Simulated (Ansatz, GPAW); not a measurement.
## One calculation of Sn, 3 ways

```xyz
2
Lattice="0.0000 3.2333 3.2333 3.2333 0.0000 3.2333 3.2333 3.2333 0.0000" Properties=species:S:1:pos:R:3 pbc="T T T"
Sn    1.6167    1.6167    1.6167
Sn    0.0000    0.0000    0.0000
```

This isn't the form of Sn at room conditions, which is tetragonal (white tin).

Alike in all runs: task single point; functional PBE; k mesh 7 × 7 × 7; occupations gaussian, width 0.05 eV; no spin polarisation; no spin-orbit coupling. Pressure is positive in compression and, in plane waves, holds the error of the finite cutoff, which Ansatz's Pulay term estimates and takes out.

```tsv
program and potentials	plane-wave cutoff (eV)	notes	pressure (GPa)
Ansatz, Ansatz PAW	420	Pulay term of +0.03 GPa included	3.83
Ansatz, all-electron LAPW, scalar-relativistic	-	-	?
GPAW, GPAW PAW data sets (gpaw-data 1.2.1)	600	-	3.53
```

Question: Estimate from the other rows what the run with Ansatz, all-electron LAPW, scalar-relativistic gave.

Answer: Pressure 3.82 GPa. The other rows, which needn't bracket it: pressure 3.53 to 3.83.
